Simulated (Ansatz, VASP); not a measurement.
# Two plane-wave programs on MgS (Niningerite)

```
CELL_PARAMETERS angstrom
0.00000 2.60246 2.60246
2.60246 0.00000 2.60246
2.60246 2.60246 0.00000
ATOMIC_POSITIONS crystal
Mg 0.00000 0.00000 0.00000
S 0.50000 0.50000 0.50000
```

Alike in both runs: functional r2SCAN; k mesh 8 × 8 × 8; occupations fermi-dirac, width 0.02 eV; no spin polarisation.

Ansatz relaxed the structure, and its values are those at the end. VASP's run is a single point on that final structure, the one shown.

|  | VASP | Ansatz |
| --- | --- | --- |
| version | VASP 6.6.1 | Ansatz 0.2.0 |
| potentials or method | VASP PAW PBE potentials, release 64 (Mg, S) | PAW plane waves |
| plane-wave cutoff (eV) | 520 | 500 |
| valence electrons in the cell | 8 | 16 |

Ansatz gave:

| Property | Result |
| --- | --- |
| gap on the k mesh at the Fermi level (eV) | 3.47 |
| pressure (GPa) | 0.0 |

Q: Estimate VASP's values.

A: gap on the k mesh at the Fermi level (eV): 3.43; pressure (GPa): -0.6.

With one functional, cell and mesh, what is left measures potentials, basis and numerics. The two sets of potentials don't hold the same shells in valence.

Caveats: the PAW data sets were made with another functional, which shifts forces and pressure a little (VASP). A k mesh can miss the band edges. r2SCAN opens gaps a little over a GGA but as a rule still falls short of measured ones.
